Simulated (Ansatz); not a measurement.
## Cu in Ansatz: convergence with k mesh

Input of the first run (k mesh 4 × 4 × 4); the others differ in this setting and in those tied to it:

input.yaml

```yaml
crystal:
  lattice:
    - [-1.45398576, 1.46431069, 1.37398204]
    - [1.4487133, -1.4679854, 1.37230683]
    - [1.42515422, 1.43915386, -1.3778349]
  atoms:
    - { symbol: Cu, position: [0.0, 0.0, 0.0] }
hamiltonian:
  xc: r2scan
  pseudopotentials: { kind: paw }
kpoints:
  mp_grid: { grid: [4, 4, 4] }
scf:
  occupations: { method: fermi_dirac, width: 0.05 }
output:
  forces: true
  stress: true
  eigenvalues: true
```

Potentials or basis: Ansatz PAW.

Run with:

```sh
$ ansatz run input.yaml --threads 2 --pin off --max-ram 5632MiB --backend cpu --events-out ev --progress --plain --runs-dir out
```

This isn't the form of Cu at room conditions, which is fcc.

Hardware: 2 threads of Intel(R) Xeon(R) Processor @ 2.70GHz, with other jobs on the host.

The values tried are 4 × 4 × 4, 5 × 5 × 5, 6 × 6 × 6, 8 × 8 × 7, 10 × 10 × 9, 12 × 12 × 12, 15 × 15 × 15, 18 × 18 × 18, 22 × 22 × 21, loosest first. From which on does the pressure stay within 0.1 GPa of the tightest run that finished?

From 15 × 15 × 15 on.

```csv
k mesh,"energy less the tightest run, at zero smearing (meV/atom)",pressure (GPa),SCF cycles,CPU time (s),peak memory (GiB)
4 × 4 × 4,199.84,-0.22,6,2.7,0.31
5 × 5 × 5,-38.13,0.21,7,2.9,0.32
6 × 6 × 6,70.47,0.85,6,5.2,0.34
8 × 8 × 7,1.10,0.33,7,6.8,0.37
10 × 10 × 9,1.60,0.31,7,12,0.42
12 × 12 × 12,11.47,0.30,7,29,0.49
15 × 15 × 15,-4.03,0.42,7,43,0.65
18 × 18 × 18,3.15,0.39,7,66,0.89
22 × 22 × 21,0.00,0.42,7,93,1.3
```

Not settled before the last step: the energy (to 1 meV/atom). Meshes of other sizes hit other points, so gaps and Fermi surfaces needn't settle smoothly. The tightest run that finished is the yardstick and may itself not be fully converged.

Caveat, for the tightest run too: the PAW data sets come from PBE, with cores solved anew for the run's functional, which leaves a small shift of forces and pressure.
